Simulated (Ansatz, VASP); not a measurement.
**Two plane-wave programs on MgB2**

```
Mg B
1.0
     2.98058    0.00000    0.00000
    -1.49029    2.58126    0.00000
     0.00000    0.00000    3.54711
Mg B
1 2
Direct
  0.00000 0.00000 0.00000
  0.66667 0.33333 0.50000
  0.33333 0.66667 0.50000
```

Change from the starting cell: biaxial strain in the a-b plane, c and atoms relaxed: -3.0 %.

Alike in both runs: functional PBE; k mesh 15 × 15 × 12; occupations gaussian, width 0.1 eV; no spin polarisation.

Ansatz relaxed the structure, and its values are those at the end. VASP's run is a single point on that final structure, the one shown.

```csv
,VASP,Ansatz
version,VASP 6.6.1,Ansatz 0.2.0
potentials or method,"VASP PAW PBE potentials, release 64 (Mg, B)","scalar-relativistic, plane waves, PAW"
plane-wave cutoff (eV),520,420
valence electrons in the cell,8,16
```

|  | VASP | Ansatz | Ansatz less VASP |
| --- | --- | --- | --- |
| gap on the k mesh at the Fermi level (eV) | none | none | - |
| pressure (GPa) | 11.1 | 11.3 | +0.23 |

A gap of «none» marks a metal or a gap that the smearing closes. The functional is the same, so the differences come from potentials, cutoffs and numerics. The two sets of potentials don't hold the same shells in valence.
